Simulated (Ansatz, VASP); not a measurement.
**Hg: VASP beside Ansatz**

```xyz
2
Lattice="3.1092 0.0000 0.0000 -1.5546 2.6926 0.0000 0.0000 0.0000 5.0830" Properties=species:S:1:pos:R:3 pbc="T T T"
Hg    0.0000    1.7951    1.2708
Hg    1.5546    0.8975    3.8123
```

Alike in both runs: functional PBE; k mesh 14 × 14 × 8; occupations fermi-dirac, width 0.05 eV; no spin polarisation.

Ansatz relaxed the structure, and its values are those at the end. VASP's run is a single point on that final structure, the one shown.

|  | VASP | Ansatz |
| --- | --- | --- |
| version | VASP 6.6.1 | Ansatz 0.2.0 |
| potentials or method | VASP PAW PBE potentials, release 64 (Hg) | PAW with Ansatz's default frozen-core files, scalar-relativistic |
| plane-wave cutoff (eV) | 520 | 420 |
| valence electrons in the cell | 24 | 40 |

|  | VASP | Ansatz | Ansatz less VASP |
| --- | --- | --- | --- |
| pressure (GPa) | 11.8 | 11.2 | -0.56 |

The two sets of potentials don't hold the same shells in valence.

The runs have no spin-orbit coupling, so splittings on Hg are missing.
